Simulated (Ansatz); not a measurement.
Fcc Si (111), 5 layers, DFT, PBE, all-electron LAPW, scalar-relativistic (Ansatz 0.2.0), on 2 threads of Intel(R) Xeon(R) Platinum 8488C (Sapphire Rapids) (shared host).

Command: `ansatz run input.yaml --threads 2 --pin off --max-ram 4096MiB --backend cpu --events-out ev --progress --plain --runs-dir out`

```yaml
crystal:
  lattice:
    - [2.7375048443, 0.0, 0.0]
    - [-1.3687524222, 2.3707487382, 0.0]
    - [0.0, 0.0, 24.9407]
  atoms:
    - { symbol: Si, position: [0.833333333, 0.166666667, 0.3207617795] }
    - { symbol: Si, position: [0.166666667, 0.833333333, 0.4103808895] }
    - { symbol: Si, position: [0.5, 0.5, 0.5] }
    - { symbol: Si, position: [0.833333333, 0.166666667, 0.5896191105] }
    - { symbol: Si, position: [0.166666667, 0.833333333, 0.6792382205] }
kpoints:
  mp_grid: { grid: [14, 14, 1] }
scf:
  occupations: { method: fermi_dirac, width: 0.05 }
hamiltonian:
  xc: pbe
  pseudopotentials: { kind: all_electron, lapw: { basis_error: 0.001 } }
output:
  forces: true
  stress: true
  eigenvalues: true
  populations: true
  dos: { projected: true, de: 0.2, e_range: [-14, 8] }
efield:
  axis: 3
  amplitude: 0
  dipole_correction: true
```

(1) How large is the problem that the program sets up?

(2) About how long does it take?

Results:

(1) 24 irreducible k-points, 629 plane waves at Γ, 36 bands.

(2) 12 s of wall time for 8 SCF iterations. Times on shared machines scatter by tens of per cent.
